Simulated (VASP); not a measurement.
## Mo: single point with r2SCAN

Mo:

```
Mo
1.0
     0.00000    1.91425    2.11575
     1.91425    0.00000    2.11575
     1.91425    1.91425    0.00000
Mo
1
Direct
  0.00000 0.00000 0.00000
```

The cell isn't the ideal one: strain -0.050 along x and y, +0.050 along z, atoms carried along.

```
Program                : VASP 6.6.1
Task                   : single point
Functional             : r2SCAN
Potentials or basis    : VASP PAW PBE potentials, release 64 (Mo_sv)
Cutoff                 : 520 eV
k mesh                 : 20 × 20 × 20
Occupations            : gaussian, width 0.15 eV
Spin                   : no spin polarisation
Dipole correction      : no
Further INCAR settings : ALGO = Normal; EDIFF = 1e-06; NBANDS = 13
```

* Pressure: 7.7 GPa
* Band gap on the k mesh: none (metal or under the smearing width)

Stress tensor (GPa, compression positive):
```
 3.44  0.00  0.00
 0.00  3.44  0.00
 0.00  0.00 16.25
```

Levels at points of the mesh, in eV from the Fermi level:
```csv
k point,band 5,band 6,band 7,band 8,band 9,band 10
"(0.00, 0.00, 0.00)",-7.42,-1.92,-0.44,-0.44,0.95,2.97
"(0.50, 0.00, 0.00)",-5.25,-1.83,-0.37,1.46,3.89,4.48
"(0.50, 0.50, 0.00)",-5.54,-4.87,2.77,4.43,4.72,4.72
"(0.50, 0.00, 0.50)",-5.63,-4.93,4.01,4.04,4.88,5.50
```

Wall time 5.6 min on 1 thread of AMD EPYC 9R45 (Zen 5), with other jobs on the host, peak memory 0.2 GiB.

Caveat: the PAW data sets were made with another functional, which shifts forces and pressure a little.
